Changing every length in a WS2 crystal by about 2 % costs some tens of meV per atom. For scale, diamond has an elastic stiffness of roughly 1000 GPa, while a stack of WS2 layers pressed along its normal resists with only roughly 60 GPa (both recalled values). The energies below come from a density functional that includes van der Waals attraction, and their curvature at the minimum gives a bulk modulus of 168 GPa. The problem is to find out what that number measures.

WS2 (P6_3/mmc, 6-atom cell) scaled at fixed shape and fractional coordinates, computed with VASP 6.6.1 using the vdW-DF-cx functional and PBE PAW potentials, without spin polarisation or spin–orbit coupling. The plane-wave cutoff is 500 eV, the k mesh 10×10×3 and the Fermi–Dirac smearing 0.1 eV; energies are counted from the minimum of the fitted curve.

```csv
volume (Å³/atom),energy (meV/atom)
17.15,28.85
17.52,10.52
17.88,1.43
18.25,0.61
18.61,7.18
18.97,20.39
19.34,39.52
```

Here "volume" is the volume per atom and "energy" is counted per atom from the minimum of the fitted curve. The functional vdW-DF-cx contains the van der Waals attraction itself, so no separate dispersion term was added. The cell is scaled as a whole: its shape and the relative positions of the atoms stay fixed, so the W–S bonds and the gaps between layers grow by the same factor.

### (a) Is the crystal harder to stretch than to squeeze?

The most expanded cell costs 39.5 meV per atom and the most compressed one only 28.9. Does this show that stretching meets the greater resistance?

**Solution.** The comparison is tempting but unfair, because the two cells lie at different distances from the minimum. That minimum is at 18.10 Å³ per atom, so the last row is expanded by 6.9 % and the first compressed by only 5.2 %. A fair test divides each energy by the square of the displacement.

Take the W–S bond length as the measure of displacement. Each W atom has six such bonds, which makes two per atom of the crystal. If each bond acts as a spring of constant $k$ and changes its length by $u$ from the minimum, the energy per atom is

$$E = 2\cdot\tfrac12 k u^2 = k u^2 .$$

For now $k$ is only an effective constant that expresses the whole energy through one length. Whether the energy really sits in the bonds is the subject of part (b).

With a constant $k$, the bond changes of 0.054 Å in the last row and 0.043 Å in the first would make the energies differ by a factor of $(0.054/0.043)^2\approx1.6$. The table gives only $39.5/28.9\approx1.4$. The stretched crystal is therefore softer than a constant spring would make it. Row by row, the effective constant falls without exception, from 15.8 eV/Å² in the most compressed cell to 13.7 in the most expanded one.

Such softening is what one expects of a chemical bond, although the fit alone doesn't prove its origin. When atoms approach, their filled shells overlap and the repulsion climbs steeply; when they separate, the repulsion dies away and the weaker pull of the bonding electrons is left. A cubic term describes this:

$$E = k u^2 + g u^3,\qquad g<0 .$$

Fitted to all seven rows, this form follows them to within 0.03 meV per atom, whereas a constant spring misses the first row by 2.7 meV. It puts a stretch as large as the strongest squeeze at about 25 meV per atom, against 29 for the squeeze itself. The form serves only near the minimum, since for a very long bond the cubic term would make the energy fall without end.

The same softening sets how fast the modulus grows under pressure. For this form the slope of the modulus with pressure is $1-r_0g/k$, where $r_0$ is the bond length at the minimum. A constant spring would give 1; the softening one gives about 4.5, the value reported for the curve. A slope near 4 is usual for solids, so softening of this size is ordinary and doesn't single out the W–S bond. Both come from the same energies, so the agreement confirms the reading of the slope rather than the physics of the bond.

### (b) Which spring is being stretched?

Two explanations of the high modulus suggest themselves. One says that the functional, with its van der Waals attraction, binds the layers firmly, so that the gap between them is the stiff spring. The other says that the energy goes into the covalent layers. Which one survives?

**Solution.** The shape of the curve can't decide, because gap and bond change in proportion, and either spring could be fitted to the curve with suitable constants. The size of the energy can. Suppose that the gap holds all of it, and ask how stiff the stack would then have to be.

In the last row the gap between facing sulfur planes is 0.0696 Å wider than at the minimum. One WS2 unit has three atoms, so its energy is $3\times39.5\approx119$ meV. The gap spring belonging to one unit would be

$$K=\frac{2\times0.119\ \text{eV}}{(0.0696\ \text{Å})^2}\approx49\ \text{eV/Å}^2 .$$

To turn this into an elastic stiffness, multiply by the distance from layer to layer, 6.25 Å, and divide by the area of one unit in the plane, 8.76 Å²:

$$C=\frac{49\times6.25}{8.76}\approx35\ \text{eV/Å}^3\approx5600\ \text{GPa}.$$

This estimate uses the table's energy for the last row; only the energy zero and the position of the minimum come from the fitted curve. It demands a stack several times stiffer than diamond and nearly a hundred times stiffer than the real one. Read the other way round, a gap with the recalled stiffness of 60 GPa, if it is free of stress at the minimum, would store less than 1 meV per atom in the last row, of the order of one per cent of the total. The estimate counts only the widening of the gap. Uniform scaling also stretches the slanted S–S contacts across it sideways, which is expected to lower the required stiffness by less than a factor of two, and a gap under some stress at the minimum could hold a few per cent of the energy rather than one. The firm-gap explanation still fails by well over an order of magnitude, far more than any doubt about the recalled value.

That leaves the layers themselves. A check on whether W–S bonds can carry the load comes from a vibration in which the two sulfur planes of a layer move apart and together while tungsten stays at rest. Each sulfur atom, of mass $m$, is held by three slanted bonds at an angle $\theta$ to the normal, with $\cos^2\theta\approx0.42$. The wavenumber is then

$$\tilde\nu=\frac{1}{2\pi c}\sqrt{\frac{3k\cos^2\theta}{m}}\approx400\ \text{cm}^{-1},$$

where $c$ is the speed of light and $k$ is the constant at the minimum, 14.8 eV/Å².

The observed mode lies at roughly 420 cm⁻¹, again a recalled value. A spring constant taken from a change of volume thus gives about the right pitch for a vibration inside the layer. The estimate leaves out the forces that resist a change of bond angle, which the vibration feels and uniform scaling doesn't. It supports W–S stretching as the main store of energy, but the energies alone can't separate it from direct S–S and W–W forces within the same layer.

### (c) Where may the 168 GPa be used?

A thin WS2 film, its layers parallel to the surface, adheres to a rigid wafer and can't spread sideways. A broad, flat contact presses on it with 1 GPa. May its thinning be estimated from the modulus of 168 GPa?

**Solution.** No, because the calculation and the contact load the two springs in different ways. In the calculation the strain is prescribed: bond and gap must both change by the same percentage. Their energies add, and the stiff spring dominates the sum, however soft its partner is.

Under the contact it is the stress that is prescribed. Gap and layer carry the same load one above the other, like two springs in series, and each yields according to its own softness. The gap takes up most of the thinning while the W–S bonds hardly change. Now the soft spring decides.

The difference matters in numbers. Since the film can't spread, its relative loss of volume equals its relative thinning, and the calculated modulus would suggest $1/168\approx0.6$ %. The recalled stiffness of the stack gives $1/60\approx1.7$ %, about three times as much. An engineer who used the computed modulus here would badly underestimate how far the layers approach each other.

The same distinction applies when pressure acts from all sides. The measured bulk modulus of WS2 is also roughly 60 GPa (recalled), well below the calculated 168. No run with a free shape or free atoms is at hand, but two constraints are expected to keep the calculated value high: the cell can't shorten more along its soft direction than within the layers, and the atoms can't shift inside it to let the gap take up the strain. The second is expected to weigh more, since it forces the W–S bonds to follow the full strain. The difference between the two moduli is thus by itself no evidence against the functional. For the same reason, 18.10 Å³ per atom is the best volume for this fixed shape, not the functional's relaxed structure.

For another crystal with strongly bonded layers and weak gaps, the first question is therefore what is held fixed. If all lengths are scaled together, the stiffness of the bonds within the layers sets the modulus; if the crystal may choose how to yield, the weak gap largely does. The output below lists the effective spring for each row and the estimates used here.

The analysis program printed:

```
Effective W-S spring row by row:
    row  volume from minimum in %  W-S bond in A  bond change in A  spring in eV/A2
  17.15                    -5.244          2.362          -0.04279            15.76
  17.52                    -3.228          2.378          -0.02615            15.38
  17.88                    -1.212          2.395         -0.009751            15.04
  18.25                    0.8044          2.411          0.006431            14.75
  18.61                     2.821          2.427            0.0224            14.31
  18.97                     4.837          2.443           0.03816               14
  19.34                     6.853          2.458           0.05372             13.7
W-S bond at the minimum in A: 2.405
softening of the spring from shortest to longest bond in %: 13.09
spring from the reported bulk modulus in eV/A2: 14.79
fit of energy on 7 rows: coefficient of u2 14283 +/- 354; rms 1.25, worst 17.15 -2.7, leave-one-out rms 2.03
fit of energy on 7 rows: coefficient of u2 14839 +/- 6, coefficient of u3 -21373 +/- 125; rms 0.0163, worst 18.97 0.0282, leave-one-out rms 0.0533
modulus slope implied by the softening spring (constant spring gives 1): 4.463
energy of the strongest squeeze in meV/atom: 28.85
energy of an equally large stretch of the bond by the softening fit in meV/atom: 25.49
gap between sulfur planes in the given cell in A: 3.125
widening of the gap from minimum to last row in A: 0.06961
stiffness along the stack needed if the gap held all the energy in GPa: 5595
same divided by a rough recalled 60 GPa: 93.24
gap energy in last row with that 60 GPa, order of magnitude, in meV/atom: 0.4238
estimated breathing mode of the sulfur planes in cm-1 (recalled roughly 420): 398.7
```
